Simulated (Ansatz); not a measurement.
# WS2: the cost of one run

Program: Ansatz 0.2.0. Level of theory: DFT PBEsol+D3(BJ), scalar-relativistic, plane waves, PAW. These are calculated values, not measurements.

2 further runs of the same task are left out: 1 that didn't finish, 1 set aside as unsound or not needed.

## (1) The structure to begin with

It takes space group R3m (No. 160, trigonal). The conventional cell has a = 3.121 Å, b = 3.121 Å, c = 17.528 Å, α = 90.00°, β = 90.00°, γ = 120.00°. W (site symmetry 3m) is surrounded by 6 S at 2.39 Å. S (site symmetry 3m) has 3 W at 2.39 Å as nearest neighbours.

Coordinates:

```
W S
1.0
     1.56029    0.90083    5.84263
    -1.56029    0.90083    5.84263
     0.00000   -1.80167    5.84263
W S
1 2
Direct
  0.99936 0.99936 0.99936
  0.75547 0.75547 0.75547
  0.57647 0.57647 0.57647
```

This cell was relaxed beforehand with the same method: volume 16.42 Å³/atom, gap on the mesh 0.70 eV.

## (2) Plan of the line

The energy is mapped over the lattice constants a and c of the conventional cell.

- lattice constant a (and b): 5 values from 3.027 to 3.214 Å
- lattice constant c: 5 values from 15.00 to 20.05 Å

Nothing else is relaxed (fractional coordinates fixed). Energies count from the relaxed crystal. Points are written as (first, second).

## (3) Point (3.027 Å, 16.27 Å)

input.yaml reads:

```yaml
crystal:
  lattice:
    - [1.5135, 0.8738196324, 5.4219666667]
    - [-1.5135, 0.8738196324, 5.4219666667]
    - [0.0, -1.7476392648, 5.4219666667]
  atoms:
    - { symbol: W, position: [0.9993605138, 0.9993605138, 0.9993605138] }
    - { symbol: S, position: [0.7554704513, 0.7554704513, 0.7554704513] }
    - { symbol: S, position: [0.5764690349, 0.5764690349, 0.5764690349] }
basis:
  ecutwfc: 420
kpoints:
  mp_grid: { grid: [12, 12, 12] }
hamiltonian:
  xc: pbesol
  pseudopotentials: { kind: paw, azcp: { folder: soft_1 } }
  dispersion: d3bj
scf:
  occupations: { method: gaussian, width: 0.05 }
output:
  forces: true
  stress: true
  eigenvalues: true
```

Run with:

```console
$ ansatz run input.yaml --threads 1 --pin off --max-ram 2048MiB --backend cpu --events-out ev --progress --plain --runs-dir out
```

Q: Estimate wall time and peak memory on 1 thread of Arm Neoverse N1, shared host.

About 29 s, with a peak of 0.41 GiB.
